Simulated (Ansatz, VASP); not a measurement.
Sr in VASP and in Ansatz

```
CELL_PARAMETERS angstrom
0.00000 2.98024 2.98024
2.98024 0.00000 2.98024
2.98024 2.98024 0.00000
ATOMIC_POSITIONS crystal
Sr 0.00000 0.00000 0.00000
```

Change from the starting cell: volume scaled by 0.94.

Alike in both runs: task single point; functional LDA; k mesh 10 × 10 × 10; occupations fermi-dirac, width 0.08 eV; no spin polarisation.

```csv
,VASP,Ansatz
version,VASP 6.6.1,Ansatz 0.2.0
potentials or method,"VASP PAW LDA potentials, release 64 (Sr_sv), cutoff 520 eV","all-electron LAPW, scalar-relativistic"
```

|  | VASP | Ansatz | Ansatz less VASP |
| --- | --- | --- | --- |
| pressure (GPa) | -1.0 | -1.0 | 0.00 |

Ansatz ran all-electron here, so the differences hold the error of VASP's frozen core and of both bases.
